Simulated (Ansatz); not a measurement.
One crystal and one scan (frozen-phonon scan) at two levels, r2SCAN (plane waves to 500 eV, PAW, scalar-relativistic; Ansatz, an electronic-structure program) and PBE (plane waves to 420 eV, PAW, scalar-relativistic; Ansatz), each from its own relaxed cell and on its own mesh. The cell shown is that of r2SCAN.

Relaxed CaF$_{2}$ (fluorite):

```yaml
crystal:
  lattice:
    - [0.00000, 2.71957, 2.71957]
    - [2.71957, 0.00000, 2.71957]
    - [2.71957, 2.71957, 0.00000]
  atoms:
    - { symbol: Ca, position: [0.00000, 0.00000, 0.00000] }
    - { symbol: F, position: [0.25000, 0.25000, 0.25000] }
    - { symbol: F, position: [0.75000, 0.75000, 0.75000] }
```

The atoms are displaced by Q × the pattern below (from a DFPT mode at Γ, largest move 1; Q in Å), at fixed cell. It is one choice among 3 degenerate patterns.

```json
[
 {"atom": "Ca1", "x": "0.000", "y": "0.000", "z": "0.948"},
 {"atom": "F2", "x": "0.000", "y": "0.000", "z": "-1.000"},
 {"atom": "F3", "x": "0.000", "y": "0.000", "z": "-1.000"}
]
```

CaF2 was relaxed with its symmetry unable to fall. Percentages come from the unrounded values. Both scans cover Q from -0.280 to 0.280 Å.

Results of r2SCAN:

- Lattice constant a (Å): 5.439
- Band gap of the relaxed cell, no spin-orbit coupling (eV): 8.03
- Energy at Q = 0.280 Å (meV/cell): 759
- Harmonic wavenumber from the curvature (finite differences) (cm⁻¹ (negative: imaginary)): 262
- Space group of the distorted cell: I4mm (No. 107), lowered from Fm-3m
- Symmetry of the curve: even: the same for both signs
- Shape of the curve: a single well with its minimum at or next to zero displacement

### Question
What does PBE give for the same quantities?

### Answer
```
quantity                                                                                    PBE     r2SCAN − PBE
----------------------------------------------------------------------------------------  -----  ---------------
Lattice constant a (Å)                                                                    5.511  -0.072 (-1.3 %)
Band gap of the relaxed cell, no spin-orbit coupling (eV)                                  7.14    +0.89 (+12 %)
Energy at Q = 0.280 Å (meV/cell)                                                            591     +168 (+28 %)
Harmonic wavenumber from the curvature (finite differences) (cm⁻¹ (negative: imaginary))    228      +34 (+15 %)
```

r2SCAN gives the higher value for: band gap of the relaxed cell, no spin-orbit coupling; energy at Q = 0.280 Å; harmonic wavenumber from the curvature. r2SCAN gives the lower value for: lattice constant a. Both give the same space group of the distorted cell: I4mm (No. 107), lowered from Fm-3m.

(For displaced atoms, the force is minus the slope of the energy, and its curvature is a force constant, which sets phonon frequencies.)
